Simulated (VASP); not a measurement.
Here is a VASP 6.6.1 calculation.

Contents of INCAR:

```
PREC = Accurate ; ENCUT = 520
EDIFF = 1E-6 ; ISMEAR = 0
SIGMA = 0.05 ; LREAL = False
LASPH = True ; NELM = 80
ALGO = Normal ; ISIF = 2
LWAVE = False ; LCHARG = False
GGA = PS ; NBANDS = 26
```

File KPOINTS:

```
Automatic mesh
0
Gamma
  9 9 6
```

Contents of POSCAR:

```
ZnS
1.0
    3.6056871270      0.0000000000      0.0000000000
   -1.8028435635      3.1226166501      0.0000000000
    0.0000000000      0.0000000000      7.1017613654
Zn S
2 2
Direct
    0.3333333333      0.6666666667      0.0054424479
    0.6666666667      0.3333333333      0.5054424479
    0.3333333333      0.6666666667      0.3795575521
    0.6666666667      0.3333333333      0.8795575521
```

Potentials or basis: VASP PAW PBE potentials, release 64 (Zn, S).

Command:

```console
$ cat potpaw_PBE.64/Zn/POTCAR potpaw_PBE.64/S/POTCAR > POTCAR
$ mpirun -np 1 vasp_std > vasp.out
```

Q: Predict the band gap on the k mesh.

A: 1.10 eV.

Q: What does it give for the pressure?

A: 0.7 GPa.

Q: What does it give for the largest force?

A: 0.355 eV/Å.

Stress tensor (GPa, compression positive):
```
  6.92   0.00   0.00
  0.00   6.92   0.00
  0.00   0.00 -11.79
```

Caveat: the PAW data sets were made with another functional, which shifts forces and pressure a little; an odd mesh through Γ misses points on the zone boundary, where band edges can lie.

**The experiment to reproduce.**

A printed reference work, monograph reports, for a bulk crystal of ZnS at 4 K: band gap 3.911 eV (direct).

Measured gap of ZnS: 3.911 eV (direct; 4 K; a printed reference work, monograph). This calculation gives 1.10 eV (-2.81 eV). So large a miss can be the level of theory's own, or it may mean another phase, state or a wrong row. The value is that of PBEsol on a finite k mesh, which can miss the band edges, without temperature or zero-point motion. Semilocal functionals fall short of measured gaps as a rule.
